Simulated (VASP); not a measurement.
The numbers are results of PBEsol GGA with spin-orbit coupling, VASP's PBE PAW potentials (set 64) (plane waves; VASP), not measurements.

Input for VASP

### KPOINTS_OPT
```
k-points along high-symmetry lines
8
Line-mode
Reciprocal
  0.000000   0.000000   0.000000 ! GAMMA
  0.000000   0.500000   0.000000 ! X

  0.000000   0.500000   0.000000 ! X
  0.500000   0.500000   0.000000 ! M

  0.500000   0.500000   0.000000 ! M
  0.000000   0.000000   0.000000 ! GAMMA

  0.000000   0.000000   0.000000 ! GAMMA
  0.500000   0.500000   0.500000 ! R

  0.500000   0.500000   0.500000 ! R
  0.000000   0.500000   0.000000 ! X

  0.500000   0.500000   0.500000 ! R
  0.500000   0.500000   0.000000 ! M
```

**INCAR**
```
LASPH = T   # aspherical one-centre terms
LWAVE = F
LSORBIT = T
LCHARG = F
SIGMA = 0.05   # width (eV)
MAGMOM = 6*0
SYSTEM = CsCl
LMAXMIX = 4   # l cut-off of mixed one-centre charges
ENCUT = 400
GGA = PS
PREC = Accurate
GGA_COMPAT = F
ALGO = Normal
EDIFF = 1E-6   # SCF stop (eV)
NELM = 100   # most electronic steps
ISMEAR = 0   # Gaussian
LREAL = F
```

POSCAR:
```
CsCl
1
    4.0723852899     0.0000000000     0.0000000000
    0.0000000000     4.0723852899     0.0000000000
    0.0000000000     0.0000000000     4.0723852899
Cs Cl
1 1
Direct
  0.0000000000   0.0000000000   0.0000000000
  0.5000000000   0.5000000000   0.5000000000
```

**KPOINTS**
```
Automatic
0
Gamma
  6 6 6
0 0 0
```

POTCAR, in this order: Cs_sv Cl (PBE.64 set). Program: vasp_ncl.

The run wrote:

File OUTCAR:
```
 ion  position               nearest neighbor table
   1  0.000  0.000  0.000-
   2  0.500  0.500  0.500-
  LATTYP: Found a simple cubic cell.
 ALAT       =     4.0723852899
 Subroutine PRICEL returns:
 Original cell was already a primitive cell.
 Subroutine GETGRP returns: Found 48 space group operations
The static configuration has the point symmetry O_h .
The dynamic configuration has the point symmetry O_h .
The overall configuration has the point symmetry O_h .
 Subroutine INISYM returns: Found 48 space group operations
 Subroutine IBZKPT returns following result:
 Found     20 irreducible k-points:

 Following reciprocal coordinates:
            Coordinates               Weight
  0.000000  0.000000  0.000000      1.000000
  0.166667  0.000000  0.000000      6.000000
  0.333333  0.000000  0.000000      6.000000
  0.500000  0.000000  0.000000      3.000000
  0.166667  0.166667  0.000000     12.000000
  0.333333  0.166667  0.000000     24.000000
  0.500000  0.166667  0.000000     12.000000
  0.333333  0.333333  0.000000     12.000000
...
```

### OSZICAR
```
       N       E                     dE             d eps       ncg     rms          rms(c)
DAV:   1     0.933624481893E+02    0.93362E+02   -0.59395E+03   960   0.939E+02
DAV:   2     0.922386261482E-02   -0.93353E+02   -0.88910E+02  1360   0.186E+02
DAV:   3    -0.728136522415E+01   -0.72906E+01   -0.72690E+01  1256   0.589E+01
DAV:   4    -0.736191857716E+01   -0.80553E-01   -0.80537E-01  1128   0.758E+00
DAV:   5    -0.736308842365E+01   -0.11698E-02   -0.11697E-02  1256   0.896E-01    0.216E+00
DAV:   6    -0.705111174052E+01    0.31198E+00   -0.51567E-01  1104   0.436E+00    0.151E+00
DAV:   7    -0.701218406717E+01    0.38928E-01   -0.19940E-01  1264   0.252E+00    0.947E-01
DAV:   8    -0.701084700677E+01    0.13371E-02   -0.10466E-02  1176   0.754E-01    0.483E-01
DAV:   9    -0.701071949455E+01    0.12751E-03   -0.11853E-03  1152   0.297E-01    0.132E-01
DAV:  10    -0.701086863719E+01   -0.14914E-03   -0.12675E-03  1264   0.202E-01    0.637E-02
DAV:  11    -0.701090317514E+01   -0.34538E-04   -0.20011E-04  1136   0.103E-01    0.696E-03
DAV:  12    -0.701090754613E+01   -0.43710E-05   -0.12913E-05  1200   0.257E-02    0.385E-03
DAV:  13    -0.701090772969E+01   -0.18356E-06   -0.17520E-06  1112   0.925E-03
   1 F= -.70109077E+01 E0= -.70109077E+01  d E =-.675701E-11  mag=     0.0000     0.0000    -0.0000
       N       E                     dE             ncg
       N       E                     dE             ncg
       N       E                     dE             ncg
```

### OUTCAR
```
------------------------ aborting loop because EDIFF is reached ----------------------------------------
  FORCE on cell =-STRESS in cart. coord.  units (eV):
  Direction    XX          YY          ZZ          XY          YZ          ZX
  --------------------------------------------------------------------------------------
  Total       -0.0050751     -0.0050751     -0.0050751      0.0000000     -0.0000000     -0.0000000
  in kB       -0.1203943     -0.1203943     -0.1203943      0.0000000     -0.0000000     -0.0000000
  external PRESSURE =      -0.1203943 kB  Pullay stress =       0.0000000 kB
  volume of cell :       67.54
      direct lattice vectors                 reciprocal lattice vectors
     4.072385290  0.000000000  0.000000000     0.245556333  0.000000000  0.000000000
     0.000000000  4.072385290  0.000000000     0.000000000  0.245556333  0.000000000
     0.000000000  0.000000000  4.072385290     0.000000000  0.000000000  0.245556333
 POSITION                                       TOTAL-FORCE (eV/Angst)
 -----------------------------------------------------------------------------------
      0.00000      0.00000      0.00000         0.000000      0.000000      0.000000
      2.03619      2.03619      2.03619         0.000000      0.000000      0.000000
 -----------------------------------------------------------------------------------
    total drift:                                0.000000      0.000000      0.000000
  FREE ENERGIE OF THE ION-ELECTRON SYSTEM (eV)
  ---------------------------------------------------
  free  energy   TOTEN  =        -7.0109077297 eV

  energy  without entropy=       -7.0109077297  energy(sigma->0) =       -7.01090773

 Ion:    1  E_soc:     -0.3271365

 Ion:    2  E_soc:     -0.0032323
```
(Selected blocks of OUTCAR.)

The structure comes from a measured CsCl entry (Pm-3m) of the Crystallography Open Database, whose conditions weren't checked. It was relaxed first.
